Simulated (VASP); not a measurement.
Crystal: Sb.

```
CELL_PARAMETERS angstrom
2.15420 1.24373 3.75800
-2.15420 1.24373 3.75800
0.00000 -2.48746 3.75800
ATOMIC_POSITIONS crystal
Sb 0.23349 0.23349 0.23349
Sb 0.76651 0.76651 0.76651
```

* Program: VASP 6.6.1
* Task: relaxation of cell and atoms
* Functional: PBE
* Dispersion: D3(BJ)
* Potentials or basis: VASP PAW PBE potentials, release 64 (Sb)
* Cutoff: 600 eV
* k mesh: 10 × 10 × 10
* Occupations: methfessel-paxton, width 0.1 eV
* Spin: no spin polarisation

At the start: pressure 0.2 GPa; volume 30.21 Å³/atom.

Q: Where does the relaxation end?

A: Over 8 steps the energy falls by 4.4 meV/atom and the volume is 29.79 Å³/atom (-1.4 %); space group R-3m (No. 166, to 0.05 Å).

Step by step:
| step | energy change (eV) | largest force (eV/Å) | pressure (GPa) | volume (Å³) |
| --- | --- | --- | --- | --- |
| 1 | 0.0000 | 0.2263 | 0.19 | 60.41 |
| 2 | -0.0039 | 0.0906 | -0.45 | 60.73 |
| 3 | -0.0042 | 0.0363 | -0.72 | 60.87 |
| 4 | -0.0070 | 0.0165 | -0.44 | 60.34 |
| 5 | -0.0086 | 0.0081 | -0.02 | 59.62 |
| 6 | -0.0086 | 0.0108 | 0.03 | 59.54 |
| 7 | -0.0087 | 0.0090 | 0.01 | 59.55 |
| 8 | -0.0087 | 0.0060 | -0.02 | 59.58 |

Final structure:
```
CELL_PARAMETERS angstrom
2.16249 1.24852 3.67769
-2.16249 1.24852 3.67769
0.00000 -2.49703 3.67769
ATOMIC_POSITIONS crystal
Sb 0.23650 0.23650 0.23650
Sb 0.76350 0.76350 0.76350
```

Caveat: pairwise dispersion overbinds metals, which lowers pressure and volume.
